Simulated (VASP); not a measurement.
A run of VASP 6.6.1 is set up as follows.

The input INCAR:

```
SYSTEM = Os
PREC = Accurate ; ENCUT = 580
EDIFF = 1E-7 ; ISMEAR = 0
SIGMA = 0.1 ; LREAL = .False.
LASPH = .True. ; NELM = 80
ALGO = Normal ; ISIF = 3
LWAVE = .False. ; LCHARG = .False.
GGA = PS ; IBRION = 2
NSW = 90 ; EDIFFG = -0.005
```

Contents of KPOINTS:

```
regular mesh
0
Gamma
  18 18 18
  0 0 0
```

Contents of POSCAR:

```
Os
1.0
    0.0000000000      1.9129311800      1.9129311800
    1.9129311800      0.0000000000      1.9129311800
    1.9129311800      1.9129311800      0.0000000000
Os
1
Direct
    0.0000000000      0.0000000000      0.0000000000
```

Potentials or basis: VASP PAW PBE potentials, release 64 (Os).

Launch:

```bash
$ cat potpaw_PBE.64/Os/POTCAR > POTCAR
$ mpirun -np 1 vasp_std > vasp.out
```

Q: Estimate the band gap on the k mesh.

A: None (metal or under the smearing width).

Q: Predict the space group after relaxing (to 0.05 Å).

A: Fm-3m (No. 225).

Q: Estimate the relaxed volume.

A: 13.96 Å³/atom.

Q: What does it give for the relaxed cell?

A: a = 2.703 Å, b = 2.703 Å, c = 2.703 Å, α = 60.00°, β = 60.00°, γ = 60.00°.

Step by step:
| step | energy change (eV) | largest force (eV/Å) | pressure (GPa) | volume (Å³) |
| --- | --- | --- | --- | --- |
| 1 | 0.0000 | 0.0000 | -1.24 | 14.00 |
| 2 | 0.0030 | 0.0000 | 5.78 | 13.78 |
| 3 | -0.0002 | 0.0000 | 0.00 | 13.96 |

Caveat: the PAW data sets were made with another functional, which shifts forces and pressure a little. Spin-orbit coupling is left out, which matters for the levels of Os.
